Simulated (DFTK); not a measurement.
# Pt in DFTK: convergence with supersampling

The system is Pt.

```
Pt
1.0
    -1.59928    1.60668    1.62136
     1.61061   -1.59925    1.62527
     1.52240    1.52237   -1.61394
Pt
1
Direct
  0.03902 0.06615 0.02179
```

The cell isn't the ideal one: cell strained at random.

```yaml
Program: DFTK 0.8.2
Task: convergence study
Functional: PBE
Potentials_or_basis: dojo.nc.sr.pbe.v0_4_1.standard.upf (PBE)
Cutoff: 1143 eV
k_mesh: 5 × 5 × 5
Occupations: fermi-dirac, width 0.1 eV
Spin: no spin polarisation
```

These are the settings of the first run; the series varies supersampling, with any setting tied to it.

Hardware: 1 thread of Intel(R) Xeon(R) Platinum 8259CL CPU @ 2.50GHz (Skylake/Cascade Lake), with other jobs on the host.

```tsv
supersampling	energy less the tightest run, at zero smearing (meV/atom)	SCF cycles
1.2	-0.01	11
1.4	0.00	11
1.6	0.00	11
1.8	0.00	11
2	0.00	11
2.5	0.00	11
```

Against the tightest run, the energy stays within 1 meV/atom from 1.2 on. The tightest run that finished is the yardstick and may itself not be fully converged.

Caveat, for the tightest run too: the k mesh is coarse (spacing up to 0.58 Å⁻¹), so the values aren't converged. Spin-orbit coupling is left out, which matters for the levels of Pt.
